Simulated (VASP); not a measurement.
Crystal: Te.

```
Te
1.0
     2.30590    1.33131    1.69095
    -2.30590    1.33131    1.69095
     0.00000   -2.66263    1.69095
Te
1
Direct
  0.50000 0.50000 0.50000
```

This isn't the form of Te at room conditions, which is trigonal, of chains.

Base run:

```yaml
Program: VASP 6.6.1
Functional: PBE
Potentials_or_basis: VASP PAW PBE potentials, release 64 (Te_GW)
Cutoff: 450 eV
k_mesh: 6 × 6 × 6
Occupations: gaussian, width 0.02 eV
Spin: no spin polarisation
```

Its results: band gap on the k mesh none (metal or under the smearing width); pressure 1.7 GPa.

Task: The run is repeated on the same cell with these changes: k mesh from 6 × 6 × 6 to 4 × 4 × 4; further incar settings from ALGO = Fast; EDIFF = 1e-06; NBANDS = 9 to ALGO = Normal; EDIFF = 1e-06; NBANDS = 9. What comes out?

Result: Band gap on the k mesh none (metal or under the smearing width); pressure 0.5 GPa.

Caveats: some runs use coarse meshes.
